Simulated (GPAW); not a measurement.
# Te (R-3m) in GPAW: a series of runs

One crystal, Te, is run at these levels: PBEsol; tasks: band structure.

All numbers are computed with GPAW 26.7.0; they aren't measurements. Logs are shortened: lines on timing, memory, paths and dates and some standing lists are left out, and cuts for length are marked. The log counts tension as positive stress, the text compression.

## Step 1: The structure

It takes space group R-3m (No. 166, trigonal). Conventional cell: a = 4.612 Å, b = 4.612 Å, c = 5.073 Å, α = 90.00°, β = 90.00°, γ = 120.00°. Te (site symmetry -3m) is surrounded by 6 Te at 3.15 Å.

This isn't the form of Te at room conditions, which is trigonal, of chains.

## Step 2: Band structure, PBEsol

File run.py:

```python
from ase.dft.bandgap import bandgap
from ase.io import read, write
from ase.units import GPa
from gpaw import GPAW, PW, setup_paths

setup_paths.insert(0, '.')

atoms = read('Te.xyz')

calc = GPAW(mode=PW(600),
            xc='PBEsol',
            kpts={'size': (7, 7, 7), 'gamma': True},
            occupations={'name': 'fermi-dirac', 'width': 0.05},
            nbands=9,
            convergence={'density': 1e-05, 'energy': 1e-05},
            maxiter=150,
            txt='gpaw.txt')
atoms.calc = calc
energy = atoms.get_potential_energy()
forces = atoms.get_forces()
stress = atoms.get_stress()
calc.write('gs.gpw')
write('result.traj', atoms)
print(f'Energy: {energy:.6f} eV')
print('Forces (eV/A):')
print(forces.round(4))
print('Stress (GPa):', (stress / GPa).round(3))
print('Fermi level:', round(calc.get_fermi_level(), 4), 'eV')
print(f'Gap: {bandgap(calc)[0]:.4f} eV, direct: {bandgap(calc, direct=True)[0]:.4f} eV')

path = atoms.cell.bandpath('GPZQGFP1Q1LZ', npoints=60, eps=1e-4)
bs_calc = calc.fixed_density(kpts=path, symmetry='off', nbands=17,
                             convergence={'bands': 'CBM+6.0', 'eigenstates': 1e-6}, txt='bands.txt')
bs = bs_calc.band_structure()
bs.write('bs.json')
print(f'Gap on the path: {bandgap(bs_calc)[0]:.4f} eV')
```

File Te.xyz:

```xyz
1
Lattice="2.3059043427 1.3313144930 1.6909537039 -2.3059043427 1.3313144930 1.6909537039 0.0000000000 -2.6626289860 1.6909537039" Properties=species:S:1:pos:R:3 pbc="T T T"
Te     0.0000000000      0.0000000000      2.5364305558
```

Potentials or basis: PAW data sets generated in the run's folder for this functional, pw.

On the command line:

```
> gpaw-setup -f PBEsol Te
> OMP_NUM_THREADS=1 python run.py
```

gpaw.txt:

```text
__  _  _
 | _ |_)|_||  |
 |__||  | ||/\| - 26.7.0

Input parameters:
  mode=PW(ecut=600.0),
  convergence={'density': 1e-05, 'energy': 1e-05},
  kpts=MonkhorstPack(size=(7, 7, 7), gamma=True),
  maxiter=150,
  nbands=9,
  occupations=Occupations(name='fermi-dirac', width=0.05),
  xc=XC(name='PBEsol')

Diagonalizing LCAO Hamiltonian
Converting LCAO to pw mode

       Te

Atoms  # Å, Bohr magnetons
|   | symbol |        x |        y |        z |    initial magnetic moments |
|---|--------|----------|----------|----------|-----------------------------|
| 0 |     Te | 0.000000 | 0.000000 | 2.536431 | ( 0.0000,  0.0000,  0.0000) |

Unit cell  # Å
| periodic |         x |         y |        z |  lengths |    angles |
|----------|-----------|-----------|----------|----------|-----------|
|      yes |  2.305904 |  1.331314 | 1.690954 | 3.154190 | 93.950761 |
|      yes | -2.305904 |  1.331314 | 1.690954 | 3.154190 | 93.950761 |
|      yes |  0.000000 | -2.662629 | 1.690954 | 3.154190 | 93.950761 |

Number of symmetries: 12
Symmetry operations  # r_c * U_cc + t_c -> r_c
|    | kind |            matrix            |
|----|------|------------------------------|
|  0 |  E   |  1, 0, 0,  0, 1, 0,  0, 0, 1 |
|  1 |  σ   |  1, 0, 0,  0, 0, 1,  0, 1, 0 |
|  2 |  σ   |  0, 1, 0,  1, 0, 0,  0, 0, 1 |
|  3 |  C3  |  0, 1, 0,  0, 0, 1,  1, 0, 0 |
|  4 |  C3  |  0, 0, 1,  1, 0, 0,  0, 1, 0 |
|  5 |  σ   |  0, 0, 1,  0, 1, 0,  1, 0, 0 |
|  6 |  C2  |  0, 0,-1,  0,-1, 0, -1, 0, 0 |
|  7 |  S6  |  0, 0,-1, -1, 0, 0,  0,-1, 0 |
|  8 |  S6  |  0,-1, 0,  0, 0,-1, -1, 0, 0 |
|  9 |  C2  |  0,-1, 0, -1, 0, 0,  0, 0,-1 |
| 10 |  C2  | -1, 0, 0,  0, 0,-1,  0,-1, 0 |
| 11 |  i   | -1, 0, 0,  0,-1, 0,  0, 0,-1 |

BZ-sampling:
  Number of BZ points: 343
  Number of IBZ points: 44

  Monkhorst-Pack size: [7, 7, 7]
  Monkhorst-Pack shift: [0, 0, 0]

K-points  # in reciprocal-cell coordinates
|     |                                coordinates |     weight |
|-----|--------------------------------------------|------------|
|   0 | (  0.00000000,   0.00000000,   0.00000000) | 0.00291545 |
|   1 | (  0.14285714,   0.00000000,  -0.14285714) | 0.01749271 |
|   2 | (  0.14285714,   0.00000000,   0.00000000) | 0.01749271 |
|   3 | (  0.14285714,   0.14285714,  -0.14285714) | 0.01749271 |
|   4 | (  0.14285714,   0.14285714,   0.00000000) | 0.01749271 |
|   5 | (  0.14285714,   0.14285714,   0.14285714) | 0.00583090 |
|   6 | (  0.28571429,  -0.14285714,  -0.14285714) | 0.01749271 |
|   7 | (  0.28571429,   0.00000000,  -0.28571429) | 0.01749271 |
|   8 | (  0.28571429,   0.00000000,  -0.14285714) | 0.03498542 |
|   9 | (  0.28571429,   0.00000000,   0.00000000) | 0.01749271 |
| ... |                                            |            |
|  43 | (  0.42857143,   0.42857143,   0.42857143) | 0.00583090 |

Plane wave coefficients: 1069
Cutoff: 600.0 eV

Spin-components: 1 (collinear spins)
Bands:           9
Projectors:      5
Spin-degeneracy: 2
Datatype:        complex128

Parallelization:
  kpt:    1
  domain: 1
  band:   1

Density:
  Valence electrons: 6.0
  Components: 1
  Grid points: [18 18 18]
  Charge: 0.0  # |e|

Potential:
  Grid points: [18 18 18]

species:
  Te:
    name:    Tellurium
    Z:       52.0
    valence: 6
    core:    46
    charge:  0.0  # [|e|]
    compensation charges:
      type: gauss
      rc: 0.36  # [Å]
      lmax: 2
    cutoffs:
      filter: 2.09  # [Å]
      core: 3.17  # [Å]
    projectors
    | kind |    occ | energy [eV] | rcut [Å] |
    |------|--------|-------------|----------|
    |   5s |  2.000 |     -15.132 |    1.180 |
    |   5p |  4.000 |      -5.970 |    1.196 |
    |    s |        |      12.080 |    1.180 |
    |    p |        |      21.241 |    1.196 |
    |    d |        |       0.000 |    1.238 |

    Using partial waves for Te as LCAO basis

Reference energy: -184711.908578  # eV

eigensolver:
  PPCG
  Converge bands: occupied
  niter=2

density mixing:
  MSR1-Mixer
  Pratt-step length: 0.05
  Maximum mixing coefficient: 0.75
  Old densities: 10
  SVD Regularization: 0.005
  Good broyden scale: 1.0
  Trust region scale: 1.0
  Backstep threshold: 4.0
  History deletion threshold: 6.0
  Fourier metric: weight=20.0, sigma=0.015

occupation numbers:
  Fermi-Dirac:
    width: 0.0500  # eV

poisson solver:
  ecut: 4800.0  # eV

xc functional:
  name: PBEsol with 2 nearest neighbor stencil

convergence criteria:
- Maximum integral of absolute [dens]ity change: 1e-05 electrons / valence electron
- Maximum [total energy] change in last 3 cyles: 1e-05 eV / valence electron
- Maximum integral of absolute [eigenst]ate change: 4e-08 eV^2 / valence electron
maximum number of iterations: 150

SCF iterations
|iter     | |      energy | eigst |  dens |
|---------|-|-------------|-------|-------|
|iter:   1| |   -3.534695 | -0.33 |       |
|iter:   2| |   -3.536710 | -2.47 | -1.44 |
|iter:   3| |   -3.534363 | -3.51 | -1.46 |
|iter:   4| |   -3.534331 | -4.89 | -2.04 |
|iter:   5| |   -3.534369c| -5.54 | -2.65 |
|iter:   6| |   -3.534372c| -6.52 | -3.42 |
|iter:   7| |   -3.534372c| -7.56c| -3.98 |
|iter:   8| |   -3.534372c| -8.39c| -5.23c|

Converged in 8 steps
Energy contributions relative to reference atoms: (reference = -184711.908578)

Energy contributions:
  Kinetic:           3.059143
  Coulomb:          -3.096259
  Zero:              0.102057
  External:          0.000000
  Xc:               -3.596462
  Entropy:          -0.005700
  Spinorbit:         0.000000
  ----------------------------
  Free energy:      -3.537222
  Extrapolated:     -3.534372

dipole moment: (0.000000, -0.000000, -0.000072)  # |e|*Ang

Fermi level: 6.817
Eigenvalues  # (at kpt = [0.000, 0.000, 0.000])
| band index |      eig [eV] | occ [0-2] |
|------------|---------------|-----------|
|          0 |        -7.282 |     2.000 |
|          1 |         7.649 |     0.000 |
|          2 |         8.120 |     0.000 |
|          3 |         8.120 |     0.000 |
|          4 |        12.874 |     0.000 |
|          5 |        12.874 |     0.000 |
|          6 |        13.251 |     0.000 |
|          7 |        23.561 |     0.000 |
|          8 |        23.561 |     0.000 |

No gap
No difference between direct/indirect transitions

Forces  # eV/Ang
|        x |        y |       z |
|----------|----------|---------|
| -0.00000 | -0.00000 | 0.00000 |  # Te   0

Stress tensor  # eV/Ang^3
|        x |         y |         z |
|----------|-----------|-----------|
| 0.007297 |  0.000000 |  0.000000 |
| 0.000000 |  0.007297 | -0.000000 |
| 0.000000 | -0.000000 |  0.002814 |

# Writing to gs.gpw (mode='')
```

bands.txt:

```text
Diagonalizing LCAO Hamiltonian
Converting LCAO to pw mode
convergence criteria:
- Maximum integral of absolute [eigenst]ate change: 1e-06 eV^2 / valence electron
maximum number of iterations: 150

SCF iterations
|iter     | |      energy | eigst |  dens |
|---------|-|-------------|-------|-------|
|iter:   1| |             | -0.12 |       |
[... 65 lines left out ...]
         [ 0.5       , -0.11111111,  0.11111111],
         [ 0.5       , -0.16666667,  0.16666667],
         [ 0.5       , -0.22222222,  0.22222222],
         [ 0.5       , -0.27777778,  0.27777778],
         [ 0.5       , -0.33333333,  0.33333333],
         [ 0.5       , -0.38888889,  0.38888889],
         [ 0.5       , -0.44444444,  0.44444444],
         [ 0.5       , -0.5       ,  0.5       ]])),
  maxiter=150,
  nbands=17,
  occupations=Occupations(name='fermi-dirac', width=0.05),
  symmetry=Symmetry(point_group=False, time_reversal=False),
  xc=XC(name='PBEsol')
```

Wall time 26 s (1 thread of Arm Neoverse N1, shared host); peak memory 0.17 GiB.

Results:

```yaml
Free_energy: -3.5372 eV
Pressure: -0.9 GPa
Band_gap_along_the_path: none (metal or under the smearing width)
```

Stress tensor (GPa, compression positive):
```
-1.17  0.00  0.00
 0.00 -1.17  0.00
 0.00  0.00 -0.45
```

Levels at the corners of the path, in eV from the Fermi level:
| point | band 2 | band 3 | band 4 | band 5 | band 6 | band 7 |
| --- | --- | --- | --- | --- | --- | --- |
| Γ | 0.83 | 1.30 | 1.30 | 6.06 | 6.06 | 6.43 |
| P | -3.55 | -3.55 | -2.59 | 3.87 | 3.87 | 4.95 |
| Z | -3.56 | -3.56 | -2.60 | 3.78 | 3.78 | 5.28 |
| Q | -3.53 | -3.53 | -2.57 | 4.17 | 4.17 | 4.54 |
| Γ | 0.83 | 1.30 | 1.30 | 6.06 | 6.06 | 6.43 |
| F | -5.13 | -4.39 | 1.79 | 3.82 | 10.66 | 12.12 |
| P1 | -3.55 | -3.55 | -2.59 | 3.87 | 3.87 | 4.95 |
| Q1 | -3.53 | -3.53 | -2.57 | 4.17 | 4.17 | 4.54 |
| L | -6.46 | 2.33 | 2.66 | 7.77 | 8.96 | 9.78 |
| Z | -3.56 | -3.56 | -2.60 | 3.78 | 3.78 | 5.28 |

Caveat: spin-orbit coupling is left out, which moves the levels of the heavy elements.

## Step 3: Band structure, PBEsol, spin-orbit coupling, no magnetisation

run.py: that of step 2 with these lines changed.

```diff
@@ -1,5 +1,8 @@
+import numpy as np
 from ase.dft.bandgap import bandgap
 from ase.io import read, write
-from ase.units import GPa
+from ase.units import Bohr, GPa
 from gpaw import GPAW, PW, setup_paths
+from gpaw.elf import elf_from_dft_calculation
+from gpaw.spinorbit import soc_eigenstates
 
@@ -30,2 +33,7 @@
 
+# fields on the real-space grid
+write('density.cube', atoms, data=calc.get_pseudo_density() * Bohr**3)
+write('potential.cube', atoms, data=calc.get_electrostatic_potential())
+write('elf.cube', atoms, data=elf_from_dft_calculation(calc).data)
+
 path = atoms.cell.bandpath('GPZQGFP1Q1LZ', npoints=60, eps=1e-4)
@@ -36 +44,7 @@
 print(f'Gap on the path: {bandgap(bs_calc)[0]:.4f} eV')
+
+soc = soc_eigenstates(bs_calc, theta=0, phi=0)
+np.savetxt('soc_bands.dat', soc.eigenvalues(), fmt='%.4f')
+mesh = soc_eigenstates('gs.gpw', theta=0, phi=0)
+np.savetxt('soc_mesh.dat', mesh.eigenvalues(), fmt='%.4f')
+print('Fermi level with spin-orbit coupling:', round(mesh.fermi_level, 4), 'eV')
```

Te.xyz is that of step 2.

Potentials or basis: PAW data sets generated in the run's folder for this functional, pw.

On the command line:

```
> gpaw-setup -f PBEsol Te
> OMP_NUM_THREADS=1 python run.py
```

It took 27 s on 1 thread of Arm Neoverse N1, shared host; peak memory 0.18 GiB.

The run converged. Its results:

```
Free energy             : -3.5372 eV
Pressure                : -0.9 GPa
Band gap along the path : none (metal or under the smearing width)
```

Stress tensor (GPa, compression positive):
```
-1.17  0.00  0.00
 0.00 -1.17  0.00
 0.00  0.00 -0.45
```

Levels at the corners of the path, in eV from the Fermi level:
```tsv
point	band 6	band 7	band 8	band 9	band 10	band 11
Γ	1.49	1.76	1.76	6.10	6.10	6.11
P	-3.19	-2.40	-2.40	3.91	3.91	3.94
Z	-3.20	-2.41	-2.41	3.81	3.81	3.84
Q	-3.17	-2.39	-2.39	4.21	4.21	4.22
Γ	1.49	1.76	1.76	6.10	6.10	6.11
F	-4.27	1.84	1.84	3.88	3.88	10.71
P1	-3.19	-2.40	-2.40	3.91	3.91	3.94
Q1	-3.17	-2.39	-2.39	4.21	4.21	4.22
L	2.02	3.05	3.05	7.82	7.82	9.01
Z	-3.20	-2.41	-2.41	3.81	3.81	3.84
```

Caveat: spin-orbit coupling was added after a scalar SCF, so levels and gaps hold it while energy, forces, pressure and moments don't; this program's spin-orbit splittings come out too wide for heavy elements.
